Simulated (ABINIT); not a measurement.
Al2Au, 3 atoms in the cell. Symmetry: Fm-3m, No. 225, cubic system. Conventional cell: a = 6.000 Å, b = 6.000 Å, c = 6.000 Å, α = 90.00°, β = 90.00°, γ = 90.00°. Au (site symmetry m-3m) is surrounded by 8 Al at 2.60 Å. Al (site symmetry -43m) is surrounded by 4 Au at 2.60 Å. 

* Program: ABINIT 10.8.3 (patched build)
* Task: single point
* Functional: PBE
* Potentials or basis: JTH PAW PBE v2.0
* Cutoff: 544 eV
* k mesh: 8 × 8 × 8
* Occupations: fermi-dirac, width 0.2 eV
* Spin: no spin polarisation
* Fine-grid cutoff: 1088.46 eV

Potentials or basis: JTH PAW PBE v2.0.

Command:

```bash
$ abinit run.abi > log 2>&1
```

Hardware: 1 thread of Arm Neoverse V2, on a shared host.

Q: Estimate the wall time of this run.

A: It took 60 s on 1 thread of Arm Neoverse V2, on a shared host, peak memory 0.13 GiB. Counts: scf iterations 35, mpi ranks 1, k points 29, bands 13, plane waves 1587.
